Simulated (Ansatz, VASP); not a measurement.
**Two plane-wave programs on WSe2**

```
CELL_PARAMETERS angstrom
3.28550 0.00000 0.00000
-1.64275 2.84533 0.00000
0.00000 0.00000 32.73758
ATOMIC_POSITIONS crystal
Se 0.33333 0.66667 0.44854
Se 0.33333 0.66667 0.55146
W 0.66667 0.33333 0.50000
```

Alike in both runs: functional PBE; dispersion D3(BJ); k mesh 9 × 9 × 1; occupations gaussian, width 0.02 eV; no spin polarisation.

Ansatz relaxed the structure, and its values are those at the end. VASP's run is a single point on that final structure, the one shown.

|  | VASP | Ansatz |
| --- | --- | --- |
| version | VASP 6.6.1 | Ansatz 0.2.0 |
| potentials or method | VASP PAW PBE potentials, release 64 (Se, W_sv) | scalar-relativistic, plane waves, PAW |
| plane-wave cutoff (eV) | 520 | 420 |
| valence electrons in the cell | 26 | 46 |

|  | VASP | Ansatz | Ansatz less VASP |
| --- | --- | --- | --- |
| gap on the k mesh at the Fermi level (eV) | 1.67 | 1.67 | +0.003 |
| least direct gap on the mesh (eV) | 1.67 | 1.67 | +0.003 |
| rms of the force components (eV/Å) | 0.022 | 0.000 | -0.0221 |

The two sets of potentials don't hold the same shells in valence. Ansatz warned: «xc_potential_rough_in_thin_density».

Caveats: spin-orbit coupling is left out, which moves the levels of the heavy elements. As with any semilocal functional, this PBE gap is likely too small.
